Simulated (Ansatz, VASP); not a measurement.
**One calculation of SiO2, two programs**

Contents of INCAR:

```
  ALGO = Normal
  EDIFF = 1E-6
  ENCUT = 520
  ISIF = 2
  ISMEAR = 0
  LASPH = T
  LCHARG = F
  LREAL = F
  LWAVE = F
  NBANDS = 25
  NELM = 60
  PREC = Accurate
  SIGMA = 0.01
```

KPOINTS

```
k-points
0
Gamma
  6 6 6
```

POSCAR

```
SiO2
1.0
   -2.3740500000      2.3740500000      3.7440000000
    2.3740500000     -2.3740500000      3.7440000000
    2.3740500000      2.3740500000     -3.7440000000
Si O
2 4
Direct
    0.0000000000      0.0000000000      0.0000000000
    0.7500000000      0.2500000000      0.5000000000
    0.9983800000      0.6250000000      0.8733800000
    0.3750000000      0.2483800000      0.3733800000
    0.7516200000      0.1250000000      0.1266200000
    0.8750000000      0.0016200000      0.6266200000
```

Input for Ansatz:

```yaml
crystal:
  lattice:
    - [-2.37405, 2.37405, 3.744]
    - [2.37405, -2.37405, 3.744]
    - [2.37405, 2.37405, -3.744]
  atoms:
    - { symbol: Si, position: [0.0, 0.0, 0.0] }
    - { symbol: Si, position: [0.75, 0.25, 0.5] }
    - { symbol: O, position: [0.99838, 0.625, 0.87338] }
    - { symbol: O, position: [0.375, 0.24838, 0.37338] }
    - { symbol: O, position: [0.75162, 0.125, 0.12662] }
    - { symbol: O, position: [0.875, 0.00162, 0.62662] }
basis:
  ecutwfc: 470.0
kpoints:
  mp_grid:
    grid: [6, 6, 6]
    shift: [0.0, 0.0, 0.0]
hamiltonian:
  xc: lda
  pseudopotentials:
    kind: paw
scf:
  occupations:
    method: fixed
output:
  eigenvalues: true
```

Alike in both runs: task single point; functional LDA; k mesh 6 × 6 × 6; no spin polarisation.

```csv
,VASP,Ansatz
version,VASP 6.6.1,Ansatz 0.2.0
potentials or method,"VASP PAW LDA potentials, release 64 (Si, O)","plane waves, PAW"
plane-wave cutoff (eV),520,470
occupations,"gaussian, width 0.01 eV",fixed
valence electrons in the cell,32,32
```

|  | VASP | Ansatz | Ansatz less VASP |
| --- | --- | --- | --- |
| gap on the k mesh at the Fermi level (eV) | 5.82 | 5.82 | +0.001 |

A k mesh can miss the band edges. LDA gaps usually lie below the measured ones, often by a third to a half.
